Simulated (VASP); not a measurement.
# NaCl (Fm-3m) in VASP: a series of runs

Aim: see how the results for NaCl move with the level of theory and the settings. Levels: PBE, LDA. Tasks: relaxation of cell and atoms.

Everything below comes from runs of VASP 6.6.1. Logs are shortened: lines on timing, memory, paths and dates and some standing lists are left out, and cuts for length are marked.

## 1. The structure

Symmetry: Fm-3m, No. 225, cubic system. The conventional cell has a = 5.361 Å, b = 5.361 Å, c = 5.361 Å, α = 90.00°, β = 90.00°, γ = 90.00°. Around Na (site symmetry m-3m) lie 6 Cl at 2.68 Å. Around Cl (site symmetry m-3m) lie 6 Na at 2.68 Å.

## 2. Relaxation of cell and atoms, PBE, target pressure 6.66 GPa, at which the enthalpy is minimised

The input, INCAR:

```
SYSTEM = NaCl
  PREC = Accurate
  ENCUT = 600
  EDIFF = 1E-7
  ISMEAR = 0
  SIGMA = 0.03
  LREAL = .False.
  LASPH = .True.
  NELM = 80
  ALGO = Normal
  ISIF = 3
  LWAVE = .False.
  LCHARG = .False.
  GGA = PE
  IBRION = 2
  NSW = 90
  EDIFFG = -0.005
  PSTRESS = 66.6
```

The input, KPOINTS:

```
regular mesh
0
Gamma
  8 8 8
  0 0 0
```

The input, POSCAR:

```
NaCl                                    
1.0
    0.0000000000      2.6806440450      2.6806440450
    2.6806440450     -0.0000000000      2.6806440450
    2.6806440450      2.6806440450      0.0000000000
  Na              Cl            
     1     1
Direct
     0.0000000000000000    0.0000000000000000    0.0000000000000000
     0.5000000000000000    0.5000000000000000    0.5000000000000000
```

Potentials or basis: VASP PAW PBE potentials, release 64 (Na_pv, Cl).

Started as:

```bash
$ cat potpaw_PBE.64/Na_pv/POTCAR potpaw_PBE.64/Cl/POTCAR > POTCAR
$ mpirun -np 1 vasp_std > vasp.out
```

OUTCAR:

```text
SYSTEM = NaCl
   PREC = Accurate
   ENCUT = 600
   EDIFF = 1E-7
   ISMEAR = 0
   LREAL = .False.
   LASPH = .True.
   NELM = 80
   ISIF = 3
   GGA = PE
   IBRION = 2
   NSW = 90
   EDIFFG = -0.005
   PSTRESS = 66.6

 ion  position               nearest neighbor table
   1  0.000  0.000  0.000-   2 2.68   2 2.68   2 2.68   2 2.68   2 2.68   2 2.68
   2  0.500  0.500  0.500-   1 2.68   1 2.68   1 2.68   1 2.68   1 2.68   1 2.68

  LATTYP: Found a face centered cubic cell.
 ALAT       =     5.3612880900

  Lattice vectors:

 A1 = (   0.0000000000,   2.6806440450,   2.6806440450)
 A2 = (   2.6806440450,   0.0000000000,   2.6806440450)
 A3 = (   2.6806440450,   2.6806440450,   0.0000000000)

Analysis of symmetry for initial positions (statically):
=====================================================================
 Subroutine PRICEL returns:
 Original cell was already a primitive cell.

 Routine SETGRP: Setting up the symmetry group for a
 face centered cubic supercell.

 Subroutine GETGRP returns: Found 48 space group operations
 (whereof 48 operations were pure point group operations)
 out of a pool of 48 trial point group operations.

The static configuration has the point symmetry O_h .

Analysis of symmetry for dynamics (positions and initial velocities):
=====================================================================
 Subroutine PRICEL returns:
 Original cell was already a primitive cell.

 Routine SETGRP: Setting up the symmetry group for a
 face centered cubic supercell.

 Subroutine GETGRP returns: Found 48 space group operations
 (whereof 48 operations were pure point group operations)
 out of a pool of 48 trial point group operations.

The dynamic configuration has the point symmetry O_h .

 Subroutine INISYM returns: Found 48 space group operations
 (whereof 48 operations are pure point group operations),
 and found     1 'primitive' translations

----------------------------------------------------------------------------------------

                                     Primitive cell

  volume of cell :      38.5254

  direct lattice vectors                    reciprocal lattice vectors
     0.000000000  2.680644045  2.680644045    -0.186522340  0.186522340  0.186522340
     2.680644045  0.000000000  2.680644045     0.186522340 -0.186522340  0.186522340
     2.680644045  2.680644045  0.000000000     0.186522340  0.186522340 -0.186522340

  length of vectors
     3.791003164  3.791003164  3.791003164     0.323066170  0.323066170  0.323066170

  position of ions in fractional coordinates (direct lattice)
     0.000000000  0.000000000  0.000000000
     0.500000000  0.500000000  0.500000000

  ion indices of the primitive-cell ions
   primitive index   ion index
                 1           1
                 2           2

----------------------------------------------------------------------------------------

 KPOINTS: regular mesh

Automatic generation of k-mesh.
 Grid dimensions read from file:
 generate k-points for:    8    8    8

 Generating k-lattice:

  Cartesian coordinates                     Fractional coordinates (reciprocal lattice)
    -0.023315293  0.023315293  0.023315293     0.125000000  0.000000000  0.000000000
     0.023315293 -0.023315293  0.023315293     0.000000000  0.125000000  0.000000000
     0.023315293  0.023315293 -0.023315293     0.000000000  0.000000000  0.125000000

  Length of vectors
     0.040383271  0.040383271  0.040383271

  Shift w.r.t. Gamma in fractional coordinates (k-lattice)
     0.000000000  0.000000000  0.000000000

 Subroutine IBZKPT returns following result:
 ===========================================

[... 62 lines left out ...]
   ISMEAR =     0;   SIGMA  =   0.03  broadening in eV -4-tet -1-fermi 0-gaus
   EFERMI_NEDOS =   21; number of points for ismear=-14 and -15
   IALGO  =     38    algorithm
   IMIX   =      4    mixing-type and parameters
     AMIX     =   0.40;   BMIX     =  1.00
     AMIX_MAG =   1.60;   BMIX_MAG =  1.00
  volume/ion in A,a.u.               =      19.26       129.99
[... 39 lines left out ...]
     0.000000000  2.680644045  2.680644045    -0.186522340  0.186522340  0.186522340
     2.680644045  0.000000000  2.680644045     0.186522340 -0.186522340  0.186522340
     2.680644045  2.680644045  0.000000000     0.186522340  0.186522340 -0.186522340

 POSITION                                       TOTAL-FORCE (eV/Angst)
 -----------------------------------------------------------------------------------
      0.00000      0.00000      0.00000        -0.000000      0.000000     -0.000000
      2.68064      2.68064      2.68064         0.000000     -0.000000      0.000000
 -----------------------------------------------------------------------------------
    total drift:                               -0.000000      0.000000      0.000000

  FREE ENERGIE OF THE ION-ELECTRON SYSTEM (eV)
  ---------------------------------------------------
  free  energy   TOTEN  =        -6.6447034068 eV

  energy  without entropy=       -6.6447034068  energy(sigma->0) =       -6.64470341

  enthalpy is  TOTEN    =        -5.0432618661 eV   P V=        1.6014415407

--------------------------------------- Ionic step        2  -------------------------------------------

 number of electron      13.9999995 magnetization

 Free energy of the ion-electron system (eV)
  ---------------------------------------------------
  ext. energy  EPLUGINS =         0.00000000
  ---------------------------------------------------
  free energy    TOTEN  =        -6.64233715 eV

  energy without entropy =       -6.64233715  energy(sigma->0) =       -6.64233715

 E-fermi :   0.4064     XC(G=0):  -8.8432

 val. band max:        0.2582975742   @ k =   0.0000   0.0000   0.0000
 cond. band min:       6.0286708775   @ k =   0.0000   0.0000   0.0000
 fundamental gap:      5.7703733033
 Fermi energy:         0.4063898209

 k-point     1 :       0.0000    0.0000    0.0000
  band No.  band energies     occupation
      1     -20.3144      2.00000
      2     -20.3144      2.00000
      3     -20.3144      2.00000
      4     -12.8028      2.00000
      5       0.2583      2.00000
      6       0.2583      2.00000
      7       0.2583      2.00000
      8       6.0287      0.00000
      9      11.4959      0.00000
     10      11.4959      0.00000
     11      11.4959      0.00000
[... 309 lines left out ...]
 k-point    24 :      -0.3750    0.2500    0.1250
  band No.  band energies     occupation
      1     -20.3621      2.00000
      2     -20.3298      2.00000
      3     -20.3225      2.00000
      4     -12.2308      2.00000
      5      -1.8402      2.00000
      6      -0.7361      2.00000
      7      -0.2889      2.00000
      8       8.9675      0.00000
      9      10.3487      0.00000
     10      11.2539      0.00000
     11      12.5450      0.00000

 [... further k-points ...]

------------------------ aborting loop because EDIFF is reached ----------------------------------------

  FORCE on cell =-STRESS in cart. coord.  units (eV):
  Direction    XX          YY          ZZ          XY          YZ          ZX
  --------------------------------------------------------------------------------------
  -------------------------------------------------------------------------------------
  Total        1.5977007      1.5977007      1.5977007     -0.0000000      0.0000000     -0.0000000
  in kB       66.5434661     66.5434661     66.5434661     -0.0000000      0.0000000     -0.0000000
  external PRESSURE =      -0.0565339 kB  Pullay stress =      66.6000000 kB

 VOLUME and BASIS-vectors are now :
 -----------------------------------------------------------------------------
  energy-cutoff  :      600.00
  volume of cell :       38.47
      direct lattice vectors                 reciprocal lattice vectors
    -0.000000000  2.679313497  2.679313497    -0.186614967  0.186614967  0.186614967
     2.679313497 -0.000000000  2.679313497     0.186614967 -0.186614967  0.186614967
     2.679313497  2.679313497  0.000000000     0.186614967  0.186614967 -0.186614967

 POSITION                                       TOTAL-FORCE (eV/Angst)
 -----------------------------------------------------------------------------------
      2.67931     -0.00000      2.67931        -0.000000     -0.000000     -0.000000
      2.67931      2.67931      2.67931         0.000000      0.000000      0.000000
 -----------------------------------------------------------------------------------
    total drift:                                0.000000      0.000000      0.000000

  FREE ENERGIE OF THE ION-ELECTRON SYSTEM (eV)
  ---------------------------------------------------
  free  energy   TOTEN  =        -6.6423371505 eV

  energy  without entropy=       -6.6423371505  energy(sigma->0) =       -6.64233715

  enthalpy is  TOTEN    =        -5.0432790714 eV   P V=        1.5990580791

 reached required accuracy - stopping structural energy minimisation
```

Wall time 28 s (1 thread of Intel Xeon Platinum 8259CL at 2.50GHz (Skylake/Cascade Lake), shared host); peak memory 0.16 GiB.

Results:

| Item | Value |
| --- | --- |
| Free energy | -6.6423 eV |
| Relaxed volume | 19.23 Å³/atom |
| Relaxed cell | a = 3.789 Å, b = 3.789 Å, c = 3.789 Å, α = 60.00°, β = 60.00°, γ = 60.00° |
| Space group after relaxing (to 0.05 Å) | Fm-3m (No. 225) |
| Energy change on relaxing (the enthalpy is what falls) | +1.2 meV/atom |
| Ionic steps | 2 |
| Pressure after relaxing | 6.7 GPa |
| Band gap on the k mesh | 5.77 eV, direct |

The path:
```
step  energy change (eV)  largest force (eV/Å)  pressure (GPa)  volume (Å³)
   1              0.0000                0.0000            6.57        38.53
   2              0.0024                0.0000            6.65        38.47
```

Final structure:
```
Na Cl
1.0
     0.00000    2.67931    2.67931
     2.67931    0.00000    2.67931
     2.67931    2.67931    0.00000
Na Cl
1 1
Direct
  0.00000 0.00000 0.00000
  0.50000 0.50000 0.50000
```

Caveat: the cell is relaxed towards a set pressure, so the enthalpy falls and the energy may rise.

## 3. Relaxation of cell and atoms, LDA, target pressure 12 GPa, at which the enthalpy is minimised

This run uses another cell than the first one, of 22.19 Å³/atom, 1.152 times its volume.

The input, INCAR:

```
SYSTEM = NaCl
ALGO = Normal
EDIFF = 1E-6
EDIFFG = -0.01
ENCUT = 600
GGA = CA
IBRION = 2
ISIF = 3
ISMEAR = 0
LASPH = .True.
LCHARG = .False.
LREAL = .False.
LWAVE = .False.
NELM = 80
NSW = 90
PREC = Accurate
PSTRESS = 120.0
SIGMA = 0.03
```

The input, KPOINTS:

```
k-points
0
Gamma
  8 8 8
  0 0 0
```

The input, POSCAR:

```
NaCl
1.0
    0.0000000000      2.8100000000      2.8100000000
    2.8100000000      0.0000000000      2.8100000000
    2.8100000000      2.8100000000      0.0000000000
Na Cl
1 1
Direct
    0.0000000000      0.0000000000      0.0000000000
    0.5000000000      0.5000000000      0.5000000000
```

Potentials or basis: VASP PAW LDA potentials, release 64 (Na_pv, Cl).

Started as:

```bash
$ cat potpaw_LDA.64/Na_pv/POTCAR potpaw_LDA.64/Cl/POTCAR > POTCAR
$ mpirun -np 1 vasp_std > vasp.out
```

It took 33 s on 1 thread of AMD EPYC 7R43 (Zen 3), shared host; peak memory 0.12 GiB.

It converged, with:

* Free energy: -7.1460 eV
* Relaxed volume: 16.38 Å³/atom
* Relaxed cell: a = 3.591 Å, b = 3.591 Å, c = 3.591 Å, α = 60.00°, β = 60.00°, γ = 60.00°
* Space group after relaxing (to 0.05 Å): Fm-3m (No. 225)
* Energy change on relaxing (the enthalpy is what falls): +108.7 meV/atom
* Ionic steps: 3
* Pressure after relaxing: 12.0 GPa
* Band gap on the k mesh: 6.21 eV, direct

The path:
| step | energy change (eV) | largest force (eV/Å) | pressure (GPa) | volume (Å³) |
| --- | --- | --- | --- | --- |
| 1 | 0.0000 | 0.0000 | -2.19 | 44.38 |
| 2 | 0.2055 | 0.0000 | 11.58 | 32.92 |
| 3 | 0.2173 | 0.0000 | 12.01 | 32.76 |

Final structure:
```
Na Cl
1.0
     0.00000    2.53955    2.53955
     2.53955    0.00000    2.53955
     2.53955    2.53955    0.00000
Na Cl
1 1
Cartesian
  2.5395 0.0000 2.5395
  2.5395 2.5395 2.5395
```

Levels at points of the mesh, in eV from the valence-band top:
| k point | band 3 | band 4 | band 5 | band 6 | band 7 | band 8 | band 9 | band 10 | band 11 |
| --- | --- | --- | --- | --- | --- | --- | --- | --- | --- |
| (0.00, 0.00, 0.00) | -20.46 | -13.57 | 0.00 | 0.00 | 0.00 | 6.21 | 10.98 | 10.98 | 10.98 |
| (0.50, 0.00, 0.00) | -20.47 | -12.70 | -3.22 | -0.53 | -0.53 | 7.38 | 11.35 | 11.35 | 13.05 |
| (0.50, 0.50, 0.00) | -20.50 | -12.66 | -2.76 | -1.00 | -1.00 | 7.21 | 8.04 | 13.43 | 16.22 |

Caveat: the cell is relaxed towards a set pressure, so the enthalpy falls and the energy may rise; the volume moved by over 15 % at a fixed basis, so the end points are rough. Zero-point motion and thermal expansion aren't in these numbers.

## 4. Relaxation of cell and atoms, LDA, target pressure 12 GPa, at which the enthalpy is minimised

This run uses another cell than the first one, of 16.38 Å³/atom, 0.850 times its volume.

Changes to INCAR since step 3:

```diff
@@ -2,4 +2,4 @@
 ALGO = Normal
-EDIFF = 1E-6
-EDIFFG = -0.01
+EDIFF = 1E-7
+EDIFFG = -0.005
 ENCUT = 600
```

KPOINTS is that of step 3.

The input, POSCAR:

```
NaCl                                    
1.0
    0.0000000000      2.5395468521      2.5395468521
    2.5395468521      0.0000000000      2.5395468521
    2.5395468521      2.5395468521     -0.0000000000
  Na              Cl            
     1     1
Direct
     0.0000000000000000    1.0000000000000000    0.0000000000000000
     0.5000000000000000    0.5000000000000000    0.5000000000000000
```

Started as:

```bash
$ cat potpaw_LDA.64/Na_pv/POTCAR potpaw_LDA.64/Cl/POTCAR > POTCAR
$ mpirun -np 1 vasp_std > vasp.out
```

Wall time 24 s (1 thread of AMD EPYC 7R43 (Zen 3), shared host); peak memory 0.11 GiB.

Results (log left out):

```
Free energy             : -7.1445 eV
Pressure after relaxing : 12.0 GPa
Band gap on the k mesh  : 6.21 eV, direct
```

Final structure:
```xyz
2
Lattice="0.0000 2.5395 2.5395 2.5395 0.0000 2.5395 2.5395 2.5395 0.0000" Properties=species:S:1:pos:R:3 pbc="T T T"
Na    0.0000    0.0000    0.0000
Cl    2.5395    2.5395    2.5395
```

Levels at points of the mesh, in eV from the valence-band top:
```tsv
k point	band 3	band 4	band 5	band 6	band 7	band 8	band 9	band 10	band 11
(0.00, 0.00, 0.00)	-20.46	-13.57	0.00	0.00	0.00	6.21	10.98	10.98	10.98
(0.50, 0.00, 0.00)	-20.47	-12.70	-3.22	-0.53	-0.53	7.38	11.35	11.35	13.05
(0.50, 0.50, 0.00)	-20.50	-12.66	-2.76	-1.00	-1.00	7.21	8.04	13.43	16.22
```

Caveat: the relaxation stopped at its first step, so nothing moved; the cell is relaxed towards a set pressure, so the enthalpy falls and the energy may rise. A hybrid or GW would open this gap; LDA tends to underestimate it.

## 5. Relaxation of cell and atoms, PBE

This run uses another cell than the first one, of 22.19 Å³/atom, 1.152 times its volume.

The input, INCAR:

```
ALGO = Normal ; EDIFF = 1E-6
EDIFFG = -0.01 ; ENCUT = 600
GGA = PE ; IBRION = 2
ISIF = 3 ; ISMEAR = 0
LASPH = T ; LCHARG = F
LREAL = F ; LWAVE = F
NELM = 80 ; NSW = 90
PREC = Accurate ; SIGMA = 0.03
```

The input, KPOINTS:

```
k-points
0
Gamma
  8 8 8
```

The input, POSCAR:

```
NaCl
1.0
    0.0000000000      2.8100000000      2.8100000000
    2.8100000000      0.0000000000      2.8100000000
    2.8100000000      2.8100000000      0.0000000000
Na Cl
1 1
Direct
    0.0000000000      0.0000000000      0.0000000000
    0.5000000000      0.5000000000      0.5000000000
```

Potentials or basis: VASP PAW PBE potentials, release 64 (Na_pv, Cl).

Started as:

```bash
$ cat potpaw_PBE.64/Na_pv/POTCAR potpaw_PBE.64/Cl/POTCAR > POTCAR
$ mpirun -np 1 vasp_std > vasp.out
```

It took 17 s on 1 thread of AMD EPYC 9R45 (Zen 5), shared host; peak memory 0.14 GiB.

It converged, with:

```yaml
Free_energy: -6.7780 eV
Relaxed_volume: 23.14 Å³/atom
Relaxed_cell: a = 4.030 Å, b = 4.030 Å, c = 4.030 Å, α = 60.00°, β = 60.00°, γ = 60.00°
Space_group_after_relaxing_to_0.05_Å: Fm-3m (No. 225)
Energy_gained_by_relaxing: 2.9 meV/atom
Ionic_steps: 3
Pressure_after_relaxing: 0.0 GPa
Band_gap_on_the_k_mesh: 4.99 eV, direct
```

Step by step:
| step | energy change (eV) | largest force (eV/Å) | pressure (GPa) | volume (Å³) |
| --- | --- | --- | --- | --- |
| 1 | 0.0000 | 0.0000 | 1.05 | 44.38 |
| 2 | -0.0045 | 0.0000 | 0.52 | 45.32 |
| 3 | -0.0058 | 0.0000 | 0.00 | 46.28 |

Final structure:
```
CELL_PARAMETERS angstrom
0.00000 2.84956 2.84956
2.84956 0.00000 2.84956
2.84956 2.84956 0.00000
ATOMIC_POSITIONS crystal
Na 0.00000 0.00000 0.00000
Cl 0.50000 0.50000 0.50000
```

Levels at points of the mesh, in eV from the valence-band top:
```tsv
k point	band 5	band 6	band 7	band 8	band 9	band 10
(0.00, 0.00, 0.00)	0.00	0.00	0.00	4.99	11.09	11.09
(0.50, 0.00, 0.00)	-1.83	-0.25	-0.25	7.22	10.37	10.89
(0.50, 0.50, 0.00)	-1.58	-0.57	-0.57	7.44	8.10	11.10
```

## 6. Relaxation of cell and atoms, PBE

This run uses another cell than the first one, of 23.14 Å³/atom, 1.201 times its volume.

Changes to INCAR since step 5:

```diff
@@ -1,3 +1,3 @@
-ALGO = Normal ; EDIFF = 1E-6
-EDIFFG = -0.01 ; ENCUT = 600
+ALGO = Normal ; EDIFF = 1E-7
+EDIFFG = -0.005 ; ENCUT = 600
 GGA = PE ; IBRION = 2
```

KPOINTS is that of step 5.

The input, POSCAR:

```
NaCl                                    
1.0
   -0.0000000000      2.8495555211      2.8495555211
    2.8495555211      0.0000000000      2.8495555211
    2.8495555211      2.8495555211     -0.0000000000
  Na              Cl            
     1     1
Direct
     0.0000000000000000    0.0000000000000000    0.0000000000000000
     0.5000000000000000    0.5000000000000000    0.5000000000000000
```

Potentials or basis: VASP PAW PBE potentials, release 64 (Na_pv, Cl).

Started as:

```bash
$ cat potpaw_PBE.64/Na_pv/POTCAR potpaw_PBE.64/Cl/POTCAR > POTCAR
$ mpirun -np 1 vasp_std > vasp.out
```

Run time: 14 s. Hardware: 1 thread of AMD EPYC 9R45 (Zen 5), shared host; peak memory 0.15 GiB.

It converged, with:

```yaml
Free_energy: -6.7782 eV
Relaxed_volume: 23.12 Å³/atom
Relaxed_cell: a = 4.029 Å, b = 4.029 Å, c = 4.029 Å, α = 60.00°, β = 60.00°, γ = 60.00°
Space_group_after_relaxing_to_0.05_Å: Fm-3m (No. 225)
Energy_gained_by_relaxing: 0.0 meV/atom
Ionic_steps: 2
Pressure_after_relaxing: 0.0 GPa
Band_gap_on_the_k_mesh: 4.99 eV, direct
```

Final structure:
```
Na Cl
1.0
     0.00000    2.84885    2.84885
     2.84885    0.00000    2.84885
     2.84885    2.84885    0.00000
Na Cl
1 1
Direct
  0.00000 0.00000 0.00000
  0.50000 0.50000 0.50000
```

Levels at points of the mesh, in eV from the valence-band top:
```tsv
k point	band 3	band 4	band 5	band 6	band 7	band 8	band 9	band 10	band 11
(0.00, 0.00, 0.00)	-20.88	-12.59	0.00	0.00	0.00	4.99	11.09	11.09	11.09
(0.50, 0.00, 0.00)	-20.88	-12.28	-1.83	-0.25	-0.25	7.22	10.38	10.90	10.90
(0.50, 0.50, 0.00)	-20.89	-12.24	-1.58	-0.57	-0.57	7.45	8.10	11.10	14.50
```

A k mesh can miss the band edges. A hybrid or GW would open this gap; PBE tends to underestimate it.

## 7. Summary

```tsv
level	potentials or basis	cell	target pressure	gap on the mesh (eV)	pressure (GPa)
PBE	VASP PAW PBE potentials, release 64 (Na_pv, Cl)	relaxed to 6.66 GPa	6.66 GPa	5.77	6.7
LDA	VASP PAW LDA potentials, release 64 (Na_pv, Cl)	relaxed to 12 GPa	12 GPa	6.21	12.0
PBE	VASP PAW PBE potentials, release 64 (Na_pv, Cl)	relaxed	-	4.99	0.0
```

Alike in all rows: task relaxation of cell and atoms; no spin polarisation; k mesh 8 × 8 × 8; cutoff (eV) 600; smearing gaussian 0.03 eV.

Caveats: the cell is relaxed towards a set pressure, so the enthalpy falls and the energy may rise (some runs); the relaxation stopped at its first step, so nothing moved (some runs).

Total energies depend on the potentials used, so only differences within one code and one set of settings carry meaning.
